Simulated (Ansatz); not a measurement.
Runs of Ansatz 0.2.0 on TiO2. It takes space group Imma (No. 74, orthorhombic). Conventional cell: a = 5.946 Å, b = 6.575 Å, c = 6.575 Å, α = 90.00°, β = 90.00°, γ = 90.00°. Ti (site symmetry 2/m) is surrounded by 6 O at 1.96 to 2.00 Å. Ti (site symmetry mm2) is surrounded by 6 O at 1.94 to 2.00 Å. O (site symmetry m) has 3 Ti at 1.94 to 2.00 Å as nearest neighbours. Around O (site symmetry m) lie 3 Ti at 1.96 to 2.00 Å. The cell is a database's computed one.

| task | potentials or basis | cutoff (eV) | points for each segment of the path | gap on the mesh (eV) | pressure (GPa) | largest force (eV/Å) |
| --- | --- | --- | --- | --- | --- | --- |
| single point | Ansatz PAW earlier set | 910 | - | 1.83 | -1.3 | 0.06 |
| single point | SPMS NC | 1034 | - | 1.87 | -1.5 | 0.06 |
| single point | PseudoDojo standard (PBE files) | 1143 | - | 1.86 | -1.9 | 0.07 |
| single point | Ansatz NC | 1240 | - | 1.84 | -1.5 | 0.06 |
| band structure | JTH PAW | 1380 | 10 | 1.83 | (b) | (a) |
| single point | Ansatz PAW earlier set | 930 | - | 1.83 | -1.3 | 0.06 |
| single point | PseudoDojo stringent (PBE files) | 1252 | - | 1.86 | -1.7 | 0.07 |

Alike in all rows: level PBE; no spin polarisation; cell as given; k mesh 6 × 6 × 6; smearing fermi-dirac 0.05 eV.

Task: Estimate the missing entries.

Result: (a) 0.05; (b) -1.0.

A k mesh can miss the band edges.

Not every run made on this cell is shown here.
